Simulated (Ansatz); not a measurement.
# AlCo3: convergence and cost

Aim, for AlCo3: sweep the occupation rule and width.

Program: Ansatz 0.2.0. Level of theory: DFT PBEsol, scalar-relativistic, plane waves, PAW. These are calculated values, not measurements.

2 further runs of the same task are left out: 1 for a known fault of the program, 1 set aside as unsound or not needed. Runs told in other sessions of the task aren't counted.

### Step 1. The starting structure

Symmetry: Pm-3m, No. 221, cubic system. Conventional cell: a = 3.575 Å, b = 3.575 Å, c = 3.575 Å, α = 90.00°, β = 90.00°, γ = 90.00°. Al (site symmetry m-3m) has 12 Co at 2.53 Å in its first shell of neighbours. Co (site symmetry 4/mmm) is surrounded by 4 Al at 2.53 Å and 8 Co at 2.53 Å.

Structure file:

```cif
data_structure
_symmetry_space_group_name_H-M 'Pm-3m'
_symmetry_Int_Tables_number 221
_cell_length_a 3.5749
_cell_length_b 3.5749
_cell_length_c 3.5749
_cell_angle_alpha 90.000
_cell_angle_beta 90.000
_cell_angle_gamma 90.000
_cell_volume 45.69
loop_
_atom_site_label
_atom_site_type_symbol
_atom_site_symmetry_multiplicity
_atom_site_Wyckoff_symbol
_atom_site_fract_x
_atom_site_fract_y
_atom_site_fract_z
_atom_site_occupancy
Al1 Al 1 a 0.00000 0.00000 0.00000 1
Co1 Co 3 c 0.50000 0.50000 0.00000 1
```

Source of the structure: the Materials Project (structure only). It is taken as it stands there.

### Step 2. The base run, which the others are set against

File input.yaml:

```yaml
crystal:
  lattice:
    - [3.574948, 0.0, 0.0]
    - [0.0, 3.574948, 0.0]
    - [0.0, 0.0, 3.574948]
  atoms:
    - { symbol: Al, position: [0.0, 0.0, 0.0] }
    - { symbol: Co, position: [0.5, 0.5, 0.0], spin: 1.46 }
    - { symbol: Co, position: [0.5, 0.0, 0.5], spin: 1.46 }
    - { symbol: Co, position: [0.0, 0.5, 0.5], spin: 1.46 }
basis:
  ecutwfc: 420
kpoints:
  mp_grid: { grid: [12, 12, 12] }
hamiltonian:
  xc: pbesol
scf:
  occupations: { method: gaussian, width: 0.1 }
output:
  forces: true
  stress: true
  eigenvalues: true
  populations: true
magnetization:
  spin_polarized: true
```

It was run beforehand and gave: -3951.0459 eV/atom at zero smearing, pressure -7.41 GPa, largest force 0.000 eV/Å, no gap on the mesh, site moments Al -0.06, Co +1.35 (×3) μB, in 14 SCF cycles and 54 s.

### Step 3. Occupation rule and width set to Gaussian 0.05 eV

File input.yaml:

```yaml
crystal:
  lattice:
    - [3.574948, 0.0, 0.0]
    - [0.0, 3.574948, 0.0]
    - [0.0, 0.0, 3.574948]
  atoms:
    - { symbol: Al, position: [0.0, 0.0, 0.0] }
    - { symbol: Co, position: [0.5, 0.5, 0.0], spin: 1.48 }
    - { symbol: Co, position: [0.5, 0.0, 0.5], spin: 1.48 }
    - { symbol: Co, position: [0.0, 0.5, 0.5], spin: 1.48 }
basis:
  ecutwfc: 420
kpoints:
  mp_grid: { grid: [12, 12, 12] }
hamiltonian:
  xc: pbesol
scf:
  occupations: { method: gaussian, width: 0.05 }
output:
  forces: true
  stress: true
  eigenvalues: true
  populations: true
  write_density: true
  write_potential: true
  elf: true
  volumetric_format: npy
magnetization:
  spin_polarized: true
```

Started as:

```console
> ansatz run input.yaml --threads 1 --pin off --max-ram 2560MiB --backend cpu --events-out ev --progress --plain --runs-dir out
```

### Step 4. Occupation rule and width set to Gaussian 0.3 eV

Edit input.yaml of step 3 so:

```diff
@@ -17,3 +17,3 @@
 scf:
-  occupations: { method: gaussian, width: 0.05 }
+  occupations: { method: gaussian, width: 0.3 }
 output:
@@ -23,6 +23,2 @@
   populations: true
-  write_density: true
-  write_potential: true
-  elf: true
-  volumetric_format: npy
 magnetization:
```

### Step 5. Occupation rule and width set to Fermi–Dirac 0.5 eV

Edit input.yaml of step 4 so:

```diff
@@ -17,3 +17,3 @@
 scf:
-  occupations: { method: gaussian, width: 0.3 }
+  occupations: { method: fermi_dirac, width: 0.5 }
 output:
```

### Step 6. Occupation rule and width: Methfessel–Paxton 0.05 eV

Edit input.yaml of step 5 so:

```diff
@@ -17,3 +17,3 @@
 scf:
-  occupations: { method: fermi_dirac, width: 0.5 }
+  occupations: { method: methfessel_paxton, width: 0.05 }
 output:
```

### Step 7. Occupation rule and width: Methfessel–Paxton 0.1 eV

Edit input.yaml of step 6 so:

```diff
@@ -17,3 +17,3 @@
 scf:
-  occupations: { method: methfessel_paxton, width: 0.05 }
+  occupations: { method: methfessel_paxton, width: 0.1 }
 output:
```

### Step 8. Occupation rule and width: Methfessel–Paxton 0.2 eV

Edit input.yaml of step 7 so:

```diff
@@ -17,3 +17,3 @@
 scf:
-  occupations: { method: methfessel_paxton, width: 0.1 }
+  occupations: { method: methfessel_paxton, width: 0.2 }
 output:
```

### Step 9. Occupation rule and width set to cold 0.05 eV

Edit input.yaml of step 8 so:

```diff
@@ -17,3 +17,3 @@
 scf:
-  occupations: { method: methfessel_paxton, width: 0.2 }
+  occupations: { method: cold, width: 0.05 }
 output:
```

### Step 10. Occupation rule and width: cold 0.1 eV

Edit input.yaml of step 9 so:

```diff
@@ -17,3 +17,3 @@
 scf:
-  occupations: { method: cold, width: 0.05 }
+  occupations: { method: cold, width: 0.1 }
 output:
```

### Step 11. Occupation rule and width: cold 0.2 eV

Edit input.yaml of step 10 so:

```diff
@@ -17,3 +17,3 @@
 scf:
-  occupations: { method: cold, width: 0.1 }
+  occupations: { method: cold, width: 0.2 }
 output:
```

### Step 12. Occupation rule and width: cold 0.3 eV

Edit input.yaml of step 11 so:

```diff
@@ -17,3 +17,3 @@
 scf:
-  occupations: { method: cold, width: 0.2 }
+  occupations: { method: cold, width: 0.3 }
 output:
```

### Step 13. Occupation rule and width set to cold 0.5 eV

Edit input.yaml of step 12 so:

```diff
@@ -17,3 +17,3 @@
 scf:
-  occupations: { method: cold, width: 0.3 }
+  occupations: { method: cold, width: 0.5 }
 output:
```

### Step 14. Occupation rule and width: tetrahedron

Edit input.yaml of step 13 so:

```diff
@@ -17,3 +17,3 @@
 scf:
-  occupations: { method: cold, width: 0.5 }
+  occupations: { method: tetrahedron }
 output:
```

(Steps that only read results are left out.)

**Question.** What does this series show? Wanted: largest energy shift, occupation rule and width.

**Answer**, as computed:

```
                                       quantity                              value
largest energy shift, occupation rule and width  -43.3 meV/atom at Fermi–Dirac 0.5
```

**Reading.** Smearing shifts the free energy by as much as 580 meV/atom (Fermi–Dirac 0.5); extrapolating to zero width leaves 43.3 at most. For the widths that shift F most, the extrapolation takes out most of the shift. In a metal, forces and stress under tetrahedra need not match the slope of their energy. The cell's moment varies from 0.00 to 4.09 μB over the series.
